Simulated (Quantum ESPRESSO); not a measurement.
## MgO in Quantum ESPRESSO: the effect of functional

The system is MgO.

```
Mg O
1.0
     0.00000    2.09700    2.09700
     2.09700    0.00000    2.09700
     2.09700    2.09700    0.00000
Mg O
1 1
Direct
  0.00000 0.00000 0.00000
  0.50000 0.50000 0.50000
```

The cell is a database's computed one.

Alike in all runs:

```yaml
Program: Quantum ESPRESSO 7.5
Task: phonons
Cutoff: 1143 eV
Density_cutoff: 4572 eV
k_mesh: 6 × 6 × 6, shifted
Occupations: fermi-dirac, width 0.05 eV
Spin: no spin polarisation
```

Each run relaxes the cell or the atoms first.

```csv
functional,potentials or basis,relaxed volume (Å³/atom),dielectric constant (mean)
LDA,PseudoDojo 0.4.1 SR LDA standard,9.00,3.17
PBEsol,PseudoDojo 0.4.1 SR PBEsol standard,9.35,3.23
WC,PseudoDojo 0.4.1 SR PBE standard,9.40,3.24
RPBE,PseudoDojo 0.4.1 SR PBE standard,9.87,3.22
BLYP,PseudoDojo 0.4.1 SR PBE standard,9.76,3.15
vdW-DF-cx,PseudoDojo 0.4.1 SR PBE standard,?,?
```

Q: What does the run with functional vdW-DF-cx give?

A: Relaxed volume 9.47 Å³/atom; dielectric constant 3.19 mean.

Caveats: the potentials were made for another functional, which shifts forces and pressure (some runs); the acoustic modes lie far from zero, so the frequencies are unreliable (some runs); before the sum rule the acoustic modes lie tens of cm⁻¹ from zero, a sign that the density grid also shifts the optical modes (some runs).

Runs at the PBE level aren't shown here.
